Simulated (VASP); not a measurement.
# Ge (Cmmm) in VASP: single point with r2SCAN

Aim: the single point of Ge with r2SCAN.

Everything below comes from runs of VASP 6.6.1. Logs are shortened: lines on timing, memory, paths and dates and some standing lists are left out, and cuts for length are marked.

**1. The crystal as given**

The structure is orthorhombic, space group Cmmm (No. 65). Conventional cell: a = 2.794 Å, b = 5.201 Å, c = 2.698 Å, α = 90.00°, β = 90.00°, γ = 90.00°. Ge (site symmetry mmm) is surrounded by 8 Ge at 2.70 to 2.95 Å.

This isn't the form of Ge at room conditions, which is diamond.

**2. Single point, r2SCAN**

POSCAR

```
Ge
1.0
    1.3971490000     -2.6005160000      0.0000000000
    1.3971490000      2.6005160000      0.0000000000
    0.0000000000      0.0000000000      2.6982310000
Ge
1
Direct
    0.5000000000      0.5000000000      0.0000000000
```

INCAR.step1

```
  PREC = Accurate
  ENCUT = 520
  ISMEAR = 0
  SIGMA = 0.1
  LREAL = F
  LASPH = T
  NELM = 100
  NBANDS = 13
  GGA = PE
  ALGO = Normal
  EDIFF = 1E-4
  LWAVE = T
  LCHARG = F
```

INCAR.step2

```
  PREC = Accurate
  ENCUT = 520
  EDIFF = 1E-7
  ISMEAR = 0
  SIGMA = 0.1
  LREAL = F
  LASPH = T
  NELM = 100
  ALGO = Normal
  ISIF = 2
  LWAVE = F
  LCHARG = F
  METAGGA = R2SCAN
  LMIXTAU = T
  NBANDS = 13
  ISTART = 1
```

KPOINTS

```
regular mesh
0
Gamma
  8 8 6
```

Potentials or basis: VASP PAW PBE potentials, release 64 (Ge_d).

Launch:

```
$ cat potpaw_PBE.64/Ge_d/POTCAR > POTCAR
$ cp INCAR.step1 INCAR
$ mpirun -np 1 vasp_std > vasp.out
$ cp INCAR.step2 INCAR
$ mpirun -np 1 vasp_std > vasp.out
```

OUTCAR:

```text
PREC = Accurate
   ENCUT = 520
   EDIFF = 1E-7
   ISMEAR = 0
   LREAL = F
   LASPH = T
   NELM = 100
   ISIF = 2
   METAGGA = R2SCAN
   ISTART = 1

 ion  position               nearest neighbor table
   1  0.500  0.500  0.000-

  LATTYP: Found a base centered orthorhombic cell.
 ALAT       =     2.7942980000
 B/A-ratio  =     1.8613018368
 C/A-ratio  =     0.9656203454

  Lattice vectors:

 A1 = (   1.3971490000,  -2.6005160000,   0.0000000000)
 A2 = (   1.3971490000,   2.6005160000,   0.0000000000)
 A3 = (   0.0000000000,   0.0000000000,   2.6982310000)

Analysis of symmetry for initial positions (statically):
=====================================================================
 Subroutine PRICEL returns:
 Original cell was already a primitive cell.

 Routine SETGRP: Setting up the symmetry group for a
 base centered orthorhombic supercell.

 Subroutine GETGRP returns: Found  8 space group operations
 (whereof  8 operations were pure point group operations)
 out of a pool of  8 trial point group operations.

The static configuration has the point symmetry D_2h.

Analysis of symmetry for dynamics (positions and initial velocities):
=====================================================================
 Subroutine PRICEL returns:
 Original cell was already a primitive cell.

 Routine SETGRP: Setting up the symmetry group for a
 base centered orthorhombic supercell.

 Subroutine GETGRP returns: Found  8 space group operations
 (whereof  8 operations were pure point group operations)
 out of a pool of  8 trial point group operations.

The dynamic configuration has the point symmetry D_2h.

 Subroutine INISYM returns: Found  8 space group operations
 (whereof  8 operations are pure point group operations),
 and found     1 'primitive' translations

----------------------------------------------------------------------------------------

                                     Primitive cell

  volume of cell :      19.6070

  direct lattice vectors                    reciprocal lattice vectors
     1.397149000 -2.600516000  0.000000000     0.357871637 -0.192269534  0.000000000
     1.397149000  2.600516000  0.000000000     0.357871637  0.192269534  0.000000000
     0.000000000  0.000000000  2.698231000     0.000000000  0.000000000  0.370613191

  length of vectors
     2.952068562  2.952068562  2.698231000     0.406250763  0.406250763  0.370613191

  position of ions in fractional coordinates (direct lattice)
     0.500000000  0.500000000  0.000000000

  ion indices of the primitive-cell ions
   primitive index   ion index
                 1           1

----------------------------------------------------------------------------------------

 KPOINTS: regular mesh

Automatic generation of k-mesh.
 Grid dimensions read from file:
 generate k-points for:    8    8    6

 Generating k-lattice:

  Cartesian coordinates                     Fractional coordinates (reciprocal lattice)
     0.044733955 -0.024033692  0.000000000     0.125000000  0.000000000  0.000000000
     0.044733955  0.024033692  0.000000000     0.000000000  0.125000000  0.000000000
     0.000000000  0.000000000  0.061768865     0.000000000  0.000000000  0.166666667

  Length of vectors
     0.050781345  0.050781345  0.061768865

  Shift w.r.t. Gamma in fractional coordinates (k-lattice)
     0.000000000  0.000000000  0.000000000

 Subroutine IBZKPT returns following result:
 ===========================================

 Found     84 irreducible k-points:

 Following reciprocal coordinates:
            Coordinates               Weight
  0.000000  0.000000  0.000000      1.000000
  0.125000  0.000000  0.000000      4.000000
  0.250000  0.000000  0.000000      4.000000
  0.375000  0.000000  0.000000      4.000000
  0.500000  0.000000  0.000000      2.000000
  0.125000  0.125000  0.000000      2.000000
[... 16 lines left out ...]
  0.125000  0.000000  0.166667      8.000000
  0.250000  0.000000  0.166667      8.000000
 [... further k-points ...]
   k-points           NKPTS =     84   k-points in BZ     NKDIM =     84   number of bands    NBANDS=     13
   number of dos      NEDOS =    301   number of ions     NIONS =      1
   total plane-waves  NPLWV =  11520
   dimension x,y,z NGX =    24 NGY =   24 NGZ =   20
   dimension x,y,z NGXF=    48 NGYF=   48 NGZF=   40
   ions per type =               1
   NGX,Y,Z   is equivalent  to a cutoff of  13.52, 13.52, 12.32 a.u.
   NGXF,Y,Z  is equivalent  to a cutoff of  27.03, 27.03, 24.65 a.u.
 SYSTEM =  unknown system
   PREC   = accura    normal or accurate (medium, high low for compatibility)
   ISTART =      1    job   : 0-new  1-cont  2-samecut
   ICHARG =      0    charge: 1-file 2-atom 10-const
   ISPIN  =      1    spin polarized calculation?
   LNONCOLLINEAR =      F non collinear calculations
   LSORBIT =      F    spin-orbit coupling
   LASPH  =      T    aspherical Exc in radial PAW
   ENCUT  =  520.0 eV  38.22 Ry    6.18 a.u.   5.49  5.49  5.02*2*pi/ulx,y,z
   NELM   =    100;   NELMIN=  2; NELMDL=  0     # of ELM steps
   EDIFF  = 0.1E-06   stopping-criterion for ELM
   LREAL  =      F    real-space projection
   EDIFFG = 0.1E-05   stopping-criterion for IOM
   NSW    =      0    number of steps for IOM
   IBRION =     -1    ionic relax: 0-MD 1-quasi-New 2-CG
   NFREE  =      0    steps in history (QN), initial steepest desc. (CG)
   ISIF   =      2    stress and relaxation
   ISYM   =      2    0-nonsym 1-usesym 2-fastsym
   POTIM  = 0.5000    time-step for ionic-motion
   TEBEG  =    0.0;   TEEND  =   0.0 temperature during run
   PSTRESS=    0.0 pullay stress
   NELECT =      14.0000    total number of electrons
   NUPDOWN=      -1.0000    fix difference up-down
   EMIN   =  10.00;   EMAX   =-10.00  energy-range for DOS
   EFERMI =   0.00;   METHOD = LEGACY
   ISMEAR =     0;   SIGMA  =   0.10  broadening in eV -4-tet -1-fermi 0-gaus
   EFERMI_NEDOS =   21; number of points for ismear=-14 and -15
   IALGO  =     38    algorithm
   IMIX   =      4    mixing-type and parameters
     AMIX     =   0.40;   BMIX     =  1.00
     AMIX_MAG =   1.60;   BMIX_MAG =  1.00
  volume/ion in A,a.u.               =      19.61       132.31
  Fermi-wavevector in a.u.,A,eV,Ry     =   1.463234  2.765111 29.130796  2.141053
  Thomas-Fermi vector in A             =   2.579353
   LORBIT       =      0    0 simple, 1 ext, 2 COOP (PROOUT), +10 PAW based schemes
   METAGGA = R2SCAN    functional components
   LHFCALC =     F    Hartree Fock is set to
   AEXX    =    0.0000 exact exchange contribution
   IVDW    =     0    specifies the selected vdW correction
   LEPSILON=     F    determine dielectric tensor
   LRPA    =     F    only Hartree local field effects (RPA)
 non-spin polarized calculation
 Gauss-broadening in eV      SIGMA  =   0.10
  energy-cutoff  :      520.00
  volume of cell :       19.61
 maximum number of plane-waves:       541
 NGX is ok and might be reduce to    24
   NGX = 11   NGY = 11   NGZ = 11

 number of electron      14.0000003 magnetization

 Free energy of the ion-electron system (eV)
  ---------------------------------------------------
  ext. energy  EPLUGINS =         0.00000000
  ---------------------------------------------------
  free energy    TOTEN  =       -13.51894256 eV

  energy without entropy =      -13.51578200  energy(sigma->0) =      -13.51736228

 E-fermi :   5.9993     XC(G=0): -12.0806

 val. band max:        5.9975266542   @ k =   0.2500   0.2500   0.1667
 cond. band min:       6.0374094386   @ k =   0.3750   0.2500   0.3333
 fundamental gap:      0.0398827844
 Fermi energy:         5.9993434802

 k-point     1 :       0.0000    0.0000    0.0000
  band No.  band energies     occupation
      1     -19.4120      2.00000
      2     -19.3418      2.00000
      3     -19.2875      2.00000
      4     -19.1837      2.00000
      5     -19.1597      2.00000
      6      -7.4014      2.00000
      7      13.0877      0.00000
      8      13.6060      0.00000
      9      15.1949      0.00000
     10      16.6651      0.00000
     11      19.3787      0.00000
     12      21.8947      0.00000
     13      22.2180      0.00000

 k-point     2 :       0.1250    0.0000    0.0000
  band No.  band energies     occupation
      1     -19.4016      2.00000
      2     -19.3253      2.00000
      3     -19.2884      2.00000
      4     -19.1863      2.00000
      5     -19.1674      2.00000
      6      -7.0014      2.00000
      7      11.7352      0.00000
      8      12.9014      0.00000
      9      13.4760      0.00000
     10      17.2527      0.00000
     11      18.6345      0.00000
     12      21.3615      0.00000
     13      24.3465      0.00000

 k-point     3 :       0.2500    0.0000    0.0000
  band No.  band energies     occupation
      1     -19.3848      2.00000
      2     -19.3104      2.00000
      3     -19.2578      2.00000
      4     -19.1963      2.00000
      5     -19.1822      2.00000
      6      -5.8055      2.00000
      7       7.2915      0.00000
      8      11.1977      0.00000
      9      14.5896      0.00000
     10      15.6751      0.00000
     11      19.3001      0.00000
     12      24.8236      0.00000
     13      28.2345      0.00000

 k-point     4 :       0.3750    0.0000    0.0000
  band No.  band energies     occupation
      1     -19.3829      2.00000
      2     -19.3024      2.00000
      3     -19.2134      2.00000
      4     -19.2065      2.00000
      5     -19.1897      2.00000
      6      -3.8649      2.00000
      7       3.1256      2.00000
      8      10.0975      0.00000
      9      14.4390      0.00000
     10      16.1797      0.00000
     11      21.1244      0.00000
     12      25.4653      0.00000
     13      26.6419      0.00000

 k-point     5 :       0.5000    0.0000    0.0000
  band No.  band energies     occupation
      1     -19.3862      2.00000
      2     -19.2963      2.00000
      3     -19.2213      2.00000
      4     -19.1920      2.00000
      5     -19.1841      2.00000
      6      -2.0364      2.00000
      7       0.5317      2.00000
      8       9.7159      0.00000
      9      14.0286      0.00000
     10      17.1957      0.00000
     11      23.6033      0.00000
     12      23.7129      0.00000
     13      23.7280      0.00000
[... 257 lines left out ...]
 k-point    22 :       0.0000    0.0000    0.1667
  band No.  band energies     occupation
      1     -19.3603      2.00000
      2     -19.3383      2.00000
      3     -19.2852      2.00000
      4     -19.2019      2.00000
      5     -19.1772      2.00000
      6      -6.8273      2.00000
      7       8.2844      0.00000
      8      14.1573      0.00000
      9      15.7495      0.00000
     10      19.4626      0.00000
     11      21.2122      0.00000
     12      22.4115      0.00000
     13      23.0848      0.00000

 k-point    23 :       0.1250    0.0000    0.1667
  band No.  band energies     occupation
      1     -19.3488      2.00000
      2     -19.3224      2.00000
      3     -19.2858      2.00000
      4     -19.2049      2.00000
      5     -19.1859      2.00000
      6      -6.4278      2.00000
      7       8.6115      0.00000
      8      12.4860      0.00000
      9      13.4617      0.00000
     10      18.6078      0.00000
     11      21.5814      0.00000
     12      23.2326      0.00000
     13      24.7568      0.00000

 k-point    24 :       0.2500    0.0000    0.1667
  band No.  band energies     occupation
      1     -19.3435      2.00000
      2     -19.2937      2.00000
      3     -19.2557      2.00000
      4     -19.2173      2.00000
      5     -19.2015      2.00000
      6      -5.2335      2.00000
      7       7.6697      0.00000
      8      10.0956      0.00000
      9      11.7432      0.00000
     10      16.4266      0.00000
     11      22.7861      0.00000
     12      24.6110      0.00000
     13      26.1686      0.00000

 [... further k-points ...]
[... 5 lines left out ...]
  --------------------------------------------------------------------------------------
  -------------------------------------------------------------------------------------
  Total        0.2324350     -1.0054010     -0.8203389      0.0000000      0.0000000      0.0000000
  in kB       18.9933168    -82.1558505    -67.0335967      0.0000000      0.0000000      0.0000000
  external PRESSURE =     -43.3987101 kB  Pullay stress =       0.0000000 kB

 VOLUME and BASIS-vectors are now :
 -----------------------------------------------------------------------------
  energy-cutoff  :      520.00
  volume of cell :       19.61
      direct lattice vectors                 reciprocal lattice vectors
     1.397149000 -2.600516000  0.000000000     0.357871637 -0.192269534  0.000000000
     1.397149000  2.600516000  0.000000000     0.357871637  0.192269534  0.000000000
     0.000000000  0.000000000  2.698231000     0.000000000  0.000000000  0.370613191

 POSITION                                       TOTAL-FORCE (eV/Angst)
 -----------------------------------------------------------------------------------
      1.39715      0.00000      0.00000         0.000000     -0.000000      0.000000
 -----------------------------------------------------------------------------------
    total drift:                               -0.000000     -0.000000     -0.000000

  FREE ENERGIE OF THE ION-ELECTRON SYSTEM (eV)
  ---------------------------------------------------
  free  energy   TOTEN  =       -13.5189425567 eV

  energy  without entropy=      -13.5157819998  energy(sigma->0) =      -13.51736228
```

It took 34 s on 1 thread of AMD EPYC 9R45 (Zen 5), shared host; peak memory 0.11 GiB.

Results:

* Free energy: -13.5189 eV
* Pressure: -4.3 GPa
* Band gap on the k mesh: none (metal or under the smearing width)

Caveat: the k mesh is coarse (spacing up to 0.39 Å⁻¹), so the values aren't converged; the PAW data sets were made with another functional, which shifts forces and pressure a little.
